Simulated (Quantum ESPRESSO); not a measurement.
ZrN:

```
Zr N
1.0
     0.00000    2.30000    2.30000
     2.30000    0.00000    2.30000
     2.30000    2.30000    0.00000
Zr N
1 1
Direct
  0.50000 0.50000 0.50000
  0.00000 0.00000 0.00000
```

* Program: Quantum ESPRESSO 7.5
* Task: single point
* Functional: PBE
* Potentials or basis: SSSP 1.3 efficiency PBE
* Cutoff: 816 eV
* Density cutoff: 6531 eV
* k mesh: 10 × 10 × 10
* Occupations: fermi-dirac, width 0.05 eV
* Spin: no spin polarisation

On this cell: pressure -1.4 GPa; largest force zero by symmetry; band gap on the k mesh none (metal or under the smearing width).

The same run follows on a disturbed copy (atoms moved at random, drawn with an rms of 0.05 Å):

```
Zr N
1.0
     0.00000    2.30000    2.30000
     2.30000    0.00000    2.30000
     2.30000    2.30000    0.00000
Zr N
1 1
Direct
  0.49908 0.50418 0.49783
  0.00043 0.99544 0.00642
```

What does the disturbed cell give?

The energy (extrapolated to zero smearing) moves by +1.9 meV/atom; pressure -1.3 GPa; largest force 0.275 eV/Å; band gap on the k mesh none (metal or under the smearing width).

Forces on the atoms (eV/Å):
```
Zr  -0.004  0.220 -0.164
N    0.004 -0.220  0.164
```

Stress tensor (GPa, compression positive):
```
-1.33  0.00  0.00
 0.00 -1.22  0.04
 0.00  0.04 -1.27
```
